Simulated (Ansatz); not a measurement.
Start from GeO2 in the rutile structure (space group P4_2/mnm, No. 136; a = 4.488 Å, c = 2.905 Å).

The values are results of PBE in Ansatz (plane waves to 420 eV, PAW, no SOC), earlier PAW set, not measurements.

Its conduction minimum is a single valley at Γ with mass 0.21 mₑ.

The change: electron doping at 2.0×10^22 cm⁻³ (1.17 per cell), with a uniform compensating background at fixed cell and a 300 K Fermi–Dirac width.

**Question.** Where would a parabolic band put the Fermi level, and where does the calculation put it?

**Answer.** k_F = (3π²n)^(1/3) = 0.840 Å⁻¹, so ħ²k_F²/2m = 13 eV above the band edge at zero temperature. The calculation gives 3.45 eV (to 0.05 eV): the band is strongly non-parabolic or higher valleys fill at this density.

Charged cell with a jellium background: band edges are those of the host's band count, energies are not comparable with the neutral cell, and many-body gap narrowing is missing. The levels and masses belong to the bands next to the band gap. Masses are band curvatures over ±0.01 Å⁻¹ around the edge. Whether these cells are dynamically stable was not tested.

Ansatz is an electronic-structure program.
